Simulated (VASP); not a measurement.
# Si (Fd-3m) in VASP: further runs

Runs on Si. Level: PBE. Tasks: single point.

All numbers are computed with VASP 6.6.1; they aren't measurements. Logs are shortened: lines on timing, memory, paths and dates and some standing lists are left out, and cuts for length are marked.

### Step 1. The crystal as given

The structure is cubic, space group Fd-3m (No. 227). Conventional cell: a = 5.444 Å, b = 5.444 Å, c = 5.444 Å, α = 90.00°, β = 90.00°, γ = 90.00°. Around Si (site symmetry -43m) lie 4 Si at 2.36 Å.

### Step 2. Single point, PBE

INCAR reads:

```
SYSTEM = Si
PREC = Accurate
ENCUT = 520
EDIFF = 1E-6
ISMEAR = 0
SIGMA = 0.1
LREAL = .FALSE.
LASPH = .TRUE.
NELM = 100
ALGO = Fast
ISIF = 2
LWAVE = .FALSE.
LCHARG = .FALSE.
GGA = PE
NBANDS = 11
```

KPOINTS reads:

```
regular mesh
0
G
  6 6 6
  0 0 0
```

POSCAR reads:

```
Si
1.0
    0.0000000000      2.7218511865      2.7218511865
    2.7218511865      0.0000000000      2.7218511865
    2.7218511865      2.7218511865      0.0000000000
Si
2
Direct
    0.2500000000      0.2500000000      0.2500000000
    0.0000000000      0.0000000000      0.0000000000
```

Potentials or basis: VASP PAW PBE potentials, release 64 (Si).

On the command line:

```sh
$ cat potpaw_PBE.64/Si/POTCAR > POTCAR
$ mpirun -np 1 vasp_std > vasp.out
```

OUTCAR:

```text
SYSTEM = Si
   PREC = Accurate
   ENCUT = 520
   EDIFF = 1E-6
   ISMEAR = 0
   LREAL = .FALSE.
   LASPH = .TRUE.
   NELM = 100
   ISIF = 2
   GGA = PE

 ion  position               nearest neighbor table
   1  0.250  0.250  0.250-   2 2.36   2 2.36   2 2.36   2 2.36
   2  0.000  0.000  0.000-   1 2.36   1 2.36   1 2.36   1 2.36

  LATTYP: Found a face centered cubic cell.
 ALAT       =     5.4437023730

  Lattice vectors:

 A1 = (   0.0000000000,   2.7218511865,   2.7218511865)
 A2 = (   2.7218511865,   0.0000000000,   2.7218511865)
 A3 = (   2.7218511865,   2.7218511865,   0.0000000000)

Analysis of symmetry for initial positions (statically):
=====================================================================
 Subroutine PRICEL returns:
 Original cell was already a primitive cell.

 Routine SETGRP: Setting up the symmetry group for a
 face centered cubic supercell.

 Subroutine GETGRP returns: Found 48 space group operations
 (whereof 24 operations were pure point group operations)
 out of a pool of 48 trial point group operations.

The static configuration has the point symmetry T_d .
 The point group associated with its full space group is O_h .

Analysis of symmetry for dynamics (positions and initial velocities):
=====================================================================
 Subroutine PRICEL returns:
 Original cell was already a primitive cell.

 Routine SETGRP: Setting up the symmetry group for a
 face centered cubic supercell.

 Subroutine GETGRP returns: Found 48 space group operations
 (whereof 24 operations were pure point group operations)
 out of a pool of 48 trial point group operations.

The dynamic configuration has the point symmetry T_d .
 The point group associated with its full space group is O_h .

 Subroutine INISYM returns: Found 48 space group operations
 (whereof 24 operations are pure point group operations),
 and found     1 'primitive' translations

----------------------------------------------------------------------------------------

                                     Primitive cell

  volume of cell :      40.3295

  direct lattice vectors                    reciprocal lattice vectors
     0.000000000  2.721851186  2.721851186    -0.183698507  0.183698507  0.183698507
     2.721851186  0.000000000  2.721851186     0.183698507 -0.183698507  0.183698507
     2.721851186  2.721851186  0.000000000     0.183698507  0.183698507 -0.183698507

  length of vectors
     3.849278863  3.849278863  3.849278863     0.318175148  0.318175148  0.318175148

  position of ions in fractional coordinates (direct lattice)
     0.250000000  0.250000000  0.250000000
     0.000000000  0.000000000  0.000000000

  ion indices of the primitive-cell ions
   primitive index   ion index
                 1           1
                 2           2

----------------------------------------------------------------------------------------

 KPOINTS: regular mesh

Automatic generation of k-mesh.
 Grid dimensions read from file:
 generate k-points for:    6    6    6

 Generating k-lattice:

  Cartesian coordinates                     Fractional coordinates (reciprocal lattice)
    -0.030616418  0.030616418  0.030616418     0.166666667  0.000000000  0.000000000
     0.030616418 -0.030616418  0.030616418     0.000000000  0.166666667  0.000000000
     0.030616418  0.030616418 -0.030616418     0.000000000  0.000000000  0.166666667

  Length of vectors
     0.053029191  0.053029191  0.053029191

  Shift w.r.t. Gamma in fractional coordinates (k-lattice)
     0.000000000  0.000000000  0.000000000

 Subroutine IBZKPT returns following result:
 ===========================================

 Found     16 irreducible k-points:

 Following reciprocal coordinates:
            Coordinates               Weight
  0.000000  0.000000  0.000000      1.000000
  0.166667  0.000000  0.000000      8.000000
  0.333333  0.000000  0.000000      8.000000
  0.500000  0.000000  0.000000      4.000000
  0.166667  0.166667  0.000000      6.000000
  0.333333  0.166667  0.000000     24.000000
[... 8 lines left out ...]
 -0.333333  0.333333  0.166667     24.000000
 -0.333333  0.500000  0.166667     12.000000
   k-points           NKPTS =     16   k-points in BZ     NKDIM =     16   number of bands    NBANDS=     11
   number of dos      NEDOS =    301   number of ions     NIONS =      2
   total plane-waves  NPLWV =  27000
   dimension x,y,z NGX =    30 NGY =   30 NGZ =   30
   dimension x,y,z NGXF=    60 NGYF=   60 NGZF=   60
   ions per type =               2
   NGX,Y,Z   is equivalent  to a cutoff of  12.96, 12.96, 12.96 a.u.
   NGXF,Y,Z  is equivalent  to a cutoff of  25.91, 25.91, 25.91 a.u.
 SYSTEM =  Si
   PREC   = accura    normal or accurate (medium, high low for compatibility)
   ISTART =      0    job   : 0-new  1-cont  2-samecut
   ICHARG =      2    charge: 1-file 2-atom 10-const
   ISPIN  =      1    spin polarized calculation?
   LNONCOLLINEAR =      F non collinear calculations
   LSORBIT =      F    spin-orbit coupling
   LASPH  =      T    aspherical Exc in radial PAW
   ENCUT  =  520.0 eV  38.22 Ry    6.18 a.u.   7.16  7.16  7.16*2*pi/ulx,y,z
   NELM   =    100;   NELMIN=  2; NELMDL= -5     # of ELM steps
   EDIFF  = 0.1E-05   stopping-criterion for ELM
   LREAL  =      F    real-space projection
   EDIFFG = 0.1E-04   stopping-criterion for IOM
   NSW    =      0    number of steps for IOM
   IBRION =     -1    ionic relax: 0-MD 1-quasi-New 2-CG
   NFREE  =      0    steps in history (QN), initial steepest desc. (CG)
   ISIF   =      2    stress and relaxation
   ISYM   =      2    0-nonsym 1-usesym 2-fastsym
   POTIM  = 0.5000    time-step for ionic-motion
   TEBEG  =    0.0;   TEEND  =   0.0 temperature during run
   PSTRESS=    0.0 pullay stress
   NELECT =       8.0000    total number of electrons
   NUPDOWN=      -1.0000    fix difference up-down
   EMIN   =  10.00;   EMAX   =-10.00  energy-range for DOS
   EFERMI =   0.00;   METHOD = LEGACY
   ISMEAR =     0;   SIGMA  =   0.10  broadening in eV -4-tet -1-fermi 0-gaus
   EFERMI_NEDOS =   21; number of points for ismear=-14 and -15
   IALGO  =     68    algorithm
   IMIX   =      4    mixing-type and parameters
     AMIX     =   0.40;   BMIX     =  1.00
     AMIX_MAG =   1.60;   BMIX_MAG =  1.00
  volume/ion in A,a.u.               =      20.16       136.08
  Fermi-wavevector in a.u.,A,eV,Ry     =   0.954766  1.804247 12.402783  0.911579
  Thomas-Fermi vector in A             =   2.083543
   LORBIT       =      0    0 simple, 1 ext, 2 COOP (PROOUT), +10 PAW based schemes
   GGA     = PE    functional components
   LHFCALC =     F    Hartree Fock is set to
   AEXX    =    0.0000 exact exchange contribution
   IVDW    =     0    specifies the selected vdW correction
   LEPSILON=     F    determine dielectric tensor
   LRPA    =     F    only Hartree local field effects (RPA)
 non-spin polarized calculation
 RMM-DIIS sequential band-by-band and
 Gauss-broadening in eV      SIGMA  =   0.10
  energy-cutoff  :      520.00
  volume of cell :       40.33
 maximum number of plane-waves:      1106
 NGX is ok and might be reduce to    30

 number of electron       8.0000001 magnetization

 Free energy of the ion-electron system (eV)
  ---------------------------------------------------
  ext. energy  EPLUGINS =         0.00000000
  ---------------------------------------------------
  free energy    TOTEN  =       -10.82393360 eV

  energy without entropy =      -10.82393359  energy(sigma->0) =      -10.82393360

 E-fermi :   6.1160     XC(G=0):  -9.3761

 val. band max:        5.7619038572   @ k =   0.0000   0.0000   0.0000
 cond. band min:       6.4833931205   @ k =   0.5000   0.5000   0.0000
 fundamental gap:      0.7214892633
 Fermi energy:         6.1160350648

 k-point     1 :       0.0000    0.0000    0.0000
  band No.  band energies     occupation
      1      -6.1479      2.00000
      2       5.7619      2.00000
      3       5.7619      2.00000
      4       5.7619      2.00000
      5       8.3213      0.00000
      6       8.3213      0.00000
      7       8.3213      0.00000
      8       9.0537      0.00000
      9      13.4741      0.00000
     10      13.4741      0.00000
     11      13.6925      0.00000

 k-point     2 :       0.1667    0.0000    0.0000
  band No.  band energies     occupation
      1      -5.7889      2.00000
      2       3.3880      2.00000
      3       5.3149      2.00000
      4       5.3149      2.00000
      5       8.0912      0.00000
      6       8.9646      0.00000
      7       8.9646      0.00000
      8      11.1582      0.00000
      9      12.8429      0.00000
     10      12.8429      0.00000
     11      14.8197      0.00000

 k-point     3 :       0.3333    0.0000    0.0000
  band No.  band energies     occupation
      1      -4.7801      2.00000
      2       0.4510      2.00000
      3       4.7680      2.00000
      4       4.7680      2.00000
      5       7.5014      0.00000
      6       9.2649      0.00000
      7       9.2649      0.00000
      8      13.6024      0.00000
      9      13.7330      0.00000
     10      13.7330      0.00000
     11      14.8343      0.00000

 k-point     4 :       0.5000    0.0000    0.0000
  band No.  band energies     occupation
      1      -3.8342      2.00000
      2      -1.1721      2.00000
      3       4.5707      2.00000
      4       4.5707      2.00000
      5       7.2757      0.00000
      6       9.1018      0.00000
      7       9.1018      0.00000
      8      13.4792      0.00000
      9      16.2895      0.00000
     10      16.2897      0.00000
     11      17.0592      0.00000

 k-point     5 :       0.1667    0.1667    0.0000
  band No.  band energies     occupation
      1      -5.6667      2.00000
      2       3.7200      2.00000
      3       4.5786      2.00000
      4       4.5786      2.00000
      5       7.4682      0.00000
      6      10.0338      0.00000
      7      10.0908      0.00000
      8      10.0908      0.00000
      9      12.3379      0.00000
     10      14.0092      0.00000
     11      15.4848      0.00000
[... 99 lines left out ...]
 k-point    13 :       0.5000    0.5000    0.0000
  band No.  band energies     occupation
      1      -2.0290      2.00000
      2      -2.0290      2.00000
      3       2.9301      2.00000
      4       2.9301      2.00000
      5       6.4834      0.00000
      6       6.4834      0.00000
      7      15.8147      0.00000
      8      15.8147      0.00000
      9      16.7112      0.00000
     10      16.7112      0.00000
     11      18.2583      0.00000

 k-point    14 :       0.5000    0.3333    0.1667
  band No.  band energies     occupation
      1      -3.8731      2.00000
      2       0.1323      2.00000
      3       2.2197      2.00000
      4       3.4850      2.00000
      5       8.6107      0.00000
      6       9.4758      0.00000
      7       9.9764      0.00000
      8      12.7987      0.00000
      9      14.7291      0.00000
     10      15.6320      0.00000
     11      18.7754      0.00000

 k-point    15 :      -0.3333    0.3333    0.1667
  band No.  band energies     occupation
      1      -2.8966      2.00000
      2      -1.0579      2.00000
      3       1.7816      2.00000
      4       3.0226      2.00000
      5       9.1179      0.00000
      6       9.3052      0.00000
      7      11.8457      0.00000
      8      12.2535      0.00000
      9      13.2866      0.00000
     10      16.8236      0.00000
     11      17.6701      0.00000

 k-point    16 :      -0.3333    0.5000    0.1667
  band No.  band energies     occupation
      1      -1.9114      2.00000
      2      -1.9114      2.00000
      3       2.1463      2.00000
      4       2.1463      2.00000
      5       8.5095      0.00000
      6       8.5095      0.00000
      7      12.4987      0.00000
      8      12.4987      0.00000
      9      16.2930      0.00000
     10      16.2930      0.00000
     11      18.6622      0.00000

------------------------ aborting loop because EDIFF is reached ----------------------------------------

  FORCE on cell =-STRESS in cart. coord.  units (eV):
  Direction    XX          YY          ZZ          XY          YZ          ZX
  --------------------------------------------------------------------------------------
  -------------------------------------------------------------------------------------
  Total        0.3322946      0.3322946      0.3322946      0.0000000      0.0000000      0.0000000
  in kB       13.2011198     13.2011198     13.2011198      0.0000000      0.0000000      0.0000000
  external PRESSURE =      13.2011198 kB  Pullay stress =       0.0000000 kB

 VOLUME and BASIS-vectors are now :
 -----------------------------------------------------------------------------
  energy-cutoff  :      520.00
  volume of cell :       40.33
      direct lattice vectors                 reciprocal lattice vectors
     0.000000000  2.721851186  2.721851186    -0.183698507  0.183698507  0.183698507
     2.721851186  0.000000000  2.721851186     0.183698507 -0.183698507  0.183698507
     2.721851186  2.721851186  0.000000000     0.183698507  0.183698507 -0.183698507

 POSITION                                       TOTAL-FORCE (eV/Angst)
 -----------------------------------------------------------------------------------
      1.36093      1.36093      1.36093        -0.000000     -0.000000      0.000000
      0.00000      0.00000      0.00000         0.000000      0.000000     -0.000000
 -----------------------------------------------------------------------------------
    total drift:                               -0.000000     -0.000000     -0.000000

  FREE ENERGIE OF THE ION-ELECTRON SYSTEM (eV)
  ---------------------------------------------------
  free  energy   TOTEN  =       -10.8239335993 eV

  energy  without entropy=      -10.8239335936  energy(sigma->0) =      -10.82393360
```

Run time: 6.4 s. Hardware: 1 thread of Intel Xeon Platinum 8488C (Sapphire Rapids), shared host; peak memory 0.14 GiB.

Results:

```yaml
Free_energy: -10.8239 eV
Pressure: 1.3 GPa
Band_gap_on_the_k_mesh: 0.72 eV, indirect (least direct gap 2.56 eV)
```

### Step 3. Single point, PBE

This run uses another cell than the first one: it holds 6 atoms, not 2.

INCAR reads:

```
ALGO     = Fast           # electronic algorithm
EDIFF    = 1E-6           # SCF threshold, eV
ENCUT    = 520            # plane-wave cutoff, eV
GGA      = PE             # functional
ISIF     = 2              # what is computed and relaxed
ISMEAR   = 0              # smearing method
LASPH    = True           # aspherical terms in the spheres
LCHARG   = False          # write CHGCAR
LREAL    = False          # projectors in reciprocal space
LWAVE    = False          # write WAVECAR
NBANDS   = 21             # bands
NELM     = 100            # most SCF steps
PREC     = Accurate       # precision mode
SIGMA    = 0.1            # smearing width, eV
```

KPOINTS reads:

```
k-points
0
Gamma
  10 10 10
```

POSCAR reads:

```
Si
1.0
    0.0000000000      2.7350468289     -2.7350468289
    5.4700936579      0.0000000000      0.0000000000
   -2.7350468289     -5.4700936579     -2.7350468289
Si
6
Direct
    0.1666666667      0.4166666667      0.3333333333
    0.5000000000      0.7500000000      0.0000000000
    0.8333333333      0.0833333333      0.6666666667
    0.3333333333      0.3333333333      0.6666666667
    0.6666666667      0.6666666667      0.3333333333
    1.0000000000      0.0000000000      1.0000000000
```

Potentials or basis: VASP PAW PBE potentials, release 64 (Si).

On the command line:

```sh
$ cat potpaw_PBE.64/Si/POTCAR > POTCAR
$ mpirun -np 1 vasp_std > vasp.out
```

Wall time 7.3 min (1 thread of AMD EPYC 7R13 (Zen 3), shared host); peak memory 0.41 GiB.

It converged, with:

```yaml
Free_energy: -32.5494 eV
Pressure: -0.1 GPa
Band_gap_on_the_k_mesh: 0.62 eV
```

Levels at points of the mesh, in eV from the valence-band top:
```
           k point  band 10  band 11  band 12  band 13  band 14  band 15
(0.00, 0.00, 0.00)     0.00     0.00     0.00     1.59     1.59     2.56
(0.50, 0.00, 0.00)    -2.79    -2.24    -2.24     0.75     0.75     2.84
(0.00, 0.50, 0.00)    -1.71    -1.18    -1.18     1.46     1.97     1.97
(0.50, 0.50, 0.00)    -2.69    -1.18    -1.18     1.46     3.35     3.35
(0.00, 0.00, 0.50)    -2.36    -0.56    -0.56     0.75     0.75     2.98
```

A k mesh can miss the band edges. As with any semilocal functional, this PBE gap is likely too small.
